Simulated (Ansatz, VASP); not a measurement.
# Cross-check of SnSe (puckered SnSe 3 layers, AA) between VASP and Ansatz, part 2 of 2

Aim: how closely do two programs agree when they are given the same cell, functional and k mesh? The cell is taken from a series of runs on this material, whose earlier steps may have relaxed, scaled, displaced or heated it; both programs get it as it stands.

VASP 6.6.1 and Ansatz 0.2.0.

So far: Set-up; Ansatz: single point, PBE with D3(BJ); VASP: single point, PBE with D3(BJ).

## (3) VASP: single point, PBE with D3(BJ) (continued)

Level of this step: PBE with D3(BJ); plane waves and PAW (Sn_d, Se) (VASP).

Numbers of over 12 decimals in the logs are rounded to 6 here.

OUTCAR, selected parts (step 3):

```text
ion  position               nearest neighbor table
   1  0.018  0.000  0.275-   8 2.79   7 2.92   7 2.92   7 3.08   7 3.08
   2  0.504  0.500  0.359-   7 2.80   8 2.97   8 2.97   8 3.03   8 3.03   9 3.18
   3  0.003  0.000  0.457-  10 2.86   9 2.96   9 2.96   9 3.04   9 3.04   8 3.18
   4  0.503  0.500  0.543-   9 2.86  10 2.96  10 2.96  10 3.04  10 3.04  11 3.18
   5  0.004  0.000  0.641-  12 2.80  11 2.97  11 2.97  11 3.03  11 3.03  10 3.18
   6  0.518  0.500  0.725-  11 2.79  12 2.92  12 2.92  12 3.08  12 3.08
   7  0.492  0.500  0.274-   2 2.80   1 2.92   1 2.92   1 3.08   1 3.08
   8  0.994  0.000  0.360-   1 2.79   2 2.97   2 2.97   2 3.03   2 3.03   3 3.18
   9  0.489  0.500  0.456-   4 2.86   3 2.96   3 2.96   3 3.04   3 3.04   2 3.18
  10  0.989  0.000  0.544-   3 2.86   4 2.96   4 2.96   4 3.04   4 3.04   5 3.18
  11  0.494  0.500  0.640-   6 2.79   5 2.97   5 2.97   5 3.03   5 3.03   4 3.18
  12  0.992  0.000  0.726-   5 2.80   6 2.92   6 2.92   6 3.08   6 3.08

  LATTYP: Found a simple orthorhombic cell.
 ALAT       =     4.2368502718
 B/A-ratio  =     1.0028605846
 C/A-ratio  =     7.7503941547

 Subroutine GETGRP returns: Found  4 space group operations
 (whereof  2 operations were pure point group operations)

The static configuration has the point symmetry C_1h.
 The point group associated with its full space group is C_2v.

 Found     36 irreducible k-points:

   k-points           NKPTS =     36   k-points in BZ     NKDIM =     36   number of bands    NBANDS=     74

   dimension x,y,z NGX =    28 NGY =   28 NGZ =  216
   dimension x,y,z NGXF=    56 NGYF=   56 NGZF=  432

   ENCUT  =  400.0 eV  29.40 Ry    5.42 a.u.   6.93  6.91 53.55*2*pi/ulx,y,z

   NELECT =     120.0000    total number of electrons

 k-points in reciprocal lattice and weights: Automatic mesh
   0.00000000  0.00000000  0.00000000       0.010
   0.10000000  0.00000000  0.00000000       0.020
   0.20000000  0.00000000  0.00000000       0.020
   0.30000000  0.00000000  0.00000000       0.020
   0.40000000  0.00000000  0.00000000       0.020
   0.50000000  0.00000000  0.00000000       0.010
   0.00000000  0.10000000  0.00000000       0.020
   0.10000000  0.10000000  0.00000000       0.040
   0.20000000  0.10000000  0.00000000       0.040
[...]
0.40000000  0.50000000  0.00000000       0.020
   0.50000000  0.50000000  0.00000000       0.010

 dipolmoment           0.000000      0.000000     -0.000000 electrons x Angstroem

 average (electrostatic) potential at core
       1-105.9907       2-105.9367       3-106.0504       4-106.0504       5-105.9367
       6-105.9907       7 -56.9676       8 -57.2605       9 -57.2169      10 -57.2169
      11 -57.2605      12 -56.9676

 E-fermi :   1.4928

 k-point     1 :       0.0000    0.0000    0.0000
  band No.  band energies     occupation
    ...
     56      -1.0181      2.00000
     57      -1.0141      2.00000
     58      -0.5706      2.00000
     59       0.1361      2.00000
     60       0.2085      2.00000
     61       2.5583      0.00000
     62       2.9665      0.00000
     63       4.2306      0.00000
     64       4.2431      0.00000
     65       4.4493      0.00000
    ...

 k-point     2 :       0.1000    0.0000    0.0000
  band No.  band energies     occupation
    ...
     56      -0.9580      2.00000
     57      -0.7273      2.00000
     58      -0.5693      2.00000
     59       0.1204      2.00000
     60       0.2831      2.00000
     61       2.4683      0.00000
     62       2.9713      0.00000
     63       4.2162      0.00000
     64       4.2446      0.00000
     65       4.4295      0.00000
    ...

 k-point     3 :       0.2000    0.0000    0.0000
  band No.  band energies     occupation
    ...
     56      -0.5605      2.00000
     57      -0.2170      2.00000
     58      -0.1110      2.00000
     59       0.1241      2.00000
     60       0.4735      2.00000
     61       2.2541      0.00000
     62       3.0215      0.00000
     63       3.4816      0.00000
     64       3.8993      0.00000
     65       3.9249      0.00000
    ...

 Edisp (eV)   -3.76859

  Total       0.03146     0.04124    -0.03226     0.00000     0.00000     0.00000
  in kB       0.08527     0.11176    -0.08744     0.00000     0.00000     0.00000
  external pressure =        0.04 kB  Pullay stress =        0.00 kB

  energy-cutoff  :      400.00
  volume of cell :      591.14
      direct lattice vectors                 reciprocal lattice vectors
     4.248970140  0.000000000  0.000000000     0.235351148  0.000000000  0.000000000
     0.000000000  4.236850272  0.000000000     0.000000000  0.236024390  0.000000000
     0.000000000  0.000000000 32.837259581     0.000000000  0.000000000  0.030453211

 POSITION                                       TOTAL-FORCE (eV/Angst)
 -----------------------------------------------------------------------------------
      0.07528      0.00000      9.02939        -0.002035      0.000000     -0.012813
      2.14096      2.11843     11.80117        -0.003017      0.000000      0.007828
      0.01473      0.00000     14.99808        -0.002396      0.000000     -0.012878
      2.13922      2.11843     17.83917        -0.002396      0.000000      0.012878
      0.01647      0.00000     21.03609        -0.003017      0.000000     -0.007828
      2.19977      2.11843     23.80787        -0.002035      0.000000      0.012813
      2.08925      2.11843      9.00000         0.002606      0.000000     -0.000850
      4.22470      0.00000     11.81732         0.002301      0.000000      0.010424
      2.07750      2.11843     14.97952         0.002541      0.000000     -0.008727
      4.20198      0.00000     17.85774         0.002541      0.000000      0.008727
      2.10022      2.11843     21.01993         0.002301      0.000000     -0.010424
      4.21374      0.00000     23.83726         0.002606      0.000000      0.000850
 -----------------------------------------------------------------------------------
    total drift:                               -0.006219      0.000000      0.000021

  FREE ENERGIE OF THE ION-ELECTRON SYSTEM (eV)
  ---------------------------------------------------
  free  energy   TOTEN  =       -52.7172065831 eV

  energy  without entropy=      -52.7172059005  energy(sigma->0) =      -52.71720624

 vacuum level on the upper side and lower side of the slab         5.391         5.391

 total charge
# of ion       s       p       d       tot
------------------------------------------
    1        1.378   0.697   9.987  12.062
    2        1.390   0.690   9.995  12.076
    3        1.389   0.680   9.991  12.060
    4        1.389   0.680   9.991  12.060
    5        1.390   0.690   9.995  12.076
    6        1.378   0.697   9.987  12.062
    7        1.475   2.312   0.023   3.810
    8        1.474   2.311   0.028   3.813
    9        1.477   2.304   0.027   3.808
   10        1.477   2.304   0.027   3.808
   11        1.474   2.311   0.028   3.813
   12        1.475   2.312   0.023   3.810
--------------------------------------------------
tot         17.168  17.987  60.102  95.257

[... 3 further parts left out ...]
```

## (4) Comparison

Known differences besides the potentials themselves: the data sets hold 180 valence electrons in Ansatz (on its default PAW (the set named soft_2) files) and 120 in VASP; the cutoff is 420 eV in Ansatz and 400 eV in VASP. Total energies have different zeros and are not compared.

Compared:

| quantity | Ansatz | VASP | difference |
| --- | --- | --- | --- |
| gap on the k mesh (eV) | 0.588 | 0.585 | +0.003 |

A gap on the mesh is an upper bound, since the band edges may lie between its points. With vacuum in the cell, a pressure given here is an average over mostly empty space and none of the material.

## (5) What came out

* difference in gap on the k mesh (single point, PBE with D3(BJ)): 0.0028 eV

The difference in gap on the k mesh is 0.0028 eV (single point, PBE with D3(BJ)), within the 0.08 eV picked in this series as the mark of a large difference. The data sets hold unlike numbers of valence electrons (180 in Ansatz and 120 in VASP), so part of the differences comes from the potentials. How closely two codes agree says nothing of how well the functional describes the real material.

[Lines on the potential files, build, host, timing and source positions are cut from VASP's logs without a mark.]

[Logs are printed without paths, hosts, clocks, repeated set-up lines and the standing remarks that a program may print on its own settings, such as how far it seeks lower states.]

[Hosts, paths, dates, database ids (printed as entryN), source tags and the programs' standing remarks are cut or masked in the printed files.]
